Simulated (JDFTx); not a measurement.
## BP under changes of volume

One of the cells (11.682 Å³/atom); the others are scaled copies at fixed shape and fractional positions:

```
P B
1.0
     0.00000    2.26900    2.26900
     2.26900    0.00000    2.26900
     2.26900    2.26900    0.00000
P B
1 1
Direct
  0.75000 0.75000 0.75000
  0.00000 0.00000 0.00000
```

- Program: JDFTx 1.7.0 (patched build)
- Functional: PBEsol
- Potentials or basis: PseudoDojo-SR-PBEsol-0.4.1-standard
- Cutoff: 1034 eV
- Density cutoff: 8272 eV
- k mesh: 10 × 10 × 10
- Occupations: fermi-dirac, width 0.05 eV
- Spin: no spin polarisation

| volume (Å³/atom) | energy over the lowest point (meV/atom) | pressure (GPa) | gap on the mesh (eV) |
| --- | --- | --- | --- |
| 10.981 | 15.48 | 9.3 | 1.06 |
| 11.214 | 4.88 | 5.2 | 1.09 |
| 11.448 | 0.00 | 1.5 | 1.11 |
| 11.682 | 0.32 | -1.9 | 1.14 |
| 11.915 | 5.35 | -5.0 | 1.16 |
| 12.149 | 14.67 | -7.8 | 1.19 |
| 12.383 | ? | ? | ? |

**Question.** What does the run at 12.383 Å³/atom give?

**Answer.** Energy over the lowest point 27.88 meV/atom; pressure -10.3 GPa; gap on the mesh 1.21 eV.

Worked out: A Birch-Murnaghan fit of order 3 (a polynomial in V^(-2/3)) to the other rows has its minimum at 11.55 Å³/atom with B0 = V·E''(V) = 169 GPa and B' = 3.9. It gives 27.87 meV/atom at 12.383 Å³/atom, against the run's 27.88, and -dE/dV = -10.3 GPa, against -10.3. A straight line through the other rows of the gap, of slope 1.26 eV per unit of ln V, extrapolates to 1.21 eV, against the run's 1.21.

Energies are extrapolated to zero smearing.

A mesh can miss the band edges.
